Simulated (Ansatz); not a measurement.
# SiC (Moissanite 3C): the cost of one run

Method: DFT, PBE, plane-wave PAW, default files, scalar-relativistic, in Ansatz 0.2.0.

### 1 The system as given

It takes space group F-43m (No. 216, cubic). Conventional cell: a = 4.358 Å, b = 4.358 Å, c = 4.358 Å, α = 90.00°, β = 90.00°, γ = 90.00°. Si (site symmetry -43m) is surrounded by 4 C at 1.89 Å. Around C (site symmetry -43m) lie 4 Si at 1.89 Å.

Coordinates:

```cif
data_structure
_symmetry_space_group_name_H-M 'P 1'
_symmetry_Int_Tables_number 1
_cell_length_a 3.0816
_cell_length_b 3.0816
_cell_length_c 3.0816
_cell_angle_alpha 60.000
_cell_angle_beta 60.000
_cell_angle_gamma 60.000
_cell_volume 20.69
loop_
_atom_site_label
_atom_site_type_symbol
_atom_site_fract_x
_atom_site_fract_y
_atom_site_fract_z
_atom_site_occupancy
Si1 Si 0.00000 0.00000 0.00000 1
C1 C 0.25000 0.25000 0.25000 1
```

### 2 Relaxing the atoms in the given cell

input.yaml

```yaml
crystal:
  lattice:
    - [0.0, 2.179, 2.179]
    - [2.179, 0.0, 2.179]
    - [2.179, 2.179, 0.0]
  atoms:
    - { symbol: Si, position: [0.0, 0.0, 0.0] }
    - { symbol: C, position: [0.25, 0.25, 0.25] }
kpoints:
  mp_grid: { grid: [11, 11, 11] }
scf:
  occupations: { method: fermi_dirac, width: 0.02 }
hamiltonian:
  xc: pbe
  pseudopotentials: { kind: paw }
output:
  forces: true
  stress: true
  populations: true
  efg: { contact_densities: true }
relax:
  f_tol: 0.02
  max_steps: 60
```

Run with:

```sh
ansatz run input.yaml --threads 1 --pin off --max-ram 2560MiB --backend cpu --events-out ev --progress --plain --runs-dir out
```

Q: Estimate wall time and peak memory on 1 thread of an Arm CPU, shared host.

About 3.3 s, with a peak of 0.31 GiB.
